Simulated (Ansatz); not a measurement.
ZrS:

```
CELL_PARAMETERS angstrom
0.00000 2.62500 2.62500
2.62500 0.00000 2.62500
2.62500 2.62500 0.00000
ATOMIC_POSITIONS crystal
Zr 0.00000 0.00000 0.00000
S 0.50000 0.50000 0.50000
```

Base run:

- Program: Ansatz 0.2.0
- Functional: PBEsol
- Potentials or basis: Ansatz PAW
- Cutoff: 420 eV (not typed: the program's choice for these potentials)
- k mesh: 9 × 9 × 9
- Occupations: fermi-dirac, width 0.05 eV
- Spin: no spin polarisation
- Hubbard terms: Zr d U = 2 eV

Its results: band gap on the k mesh none (metal or under the smearing width); pressure -4.4 GPa.

Problem. After a change of settings the same cell gave: band gap on the k mesh none (metal or under the smearing width); pressure -0.6 GPa. Which change was it?
A. hubbard terms from Zr d U = 2 eV to Zr d U = 3 eV
B. hubbard terms from Zr d U = 2 eV to Zr d U = 5 eV
C. hubbard terms from Zr d U = 2 eV to none; hubbard projectors from ortho-atomic (the default) to none

Solution. B.

Caveats: U without spin polarisation on a metal has little footing; the PAW data sets come from PBE, with cores solved anew for the run's functional, which leaves a small shift of forces and pressure.
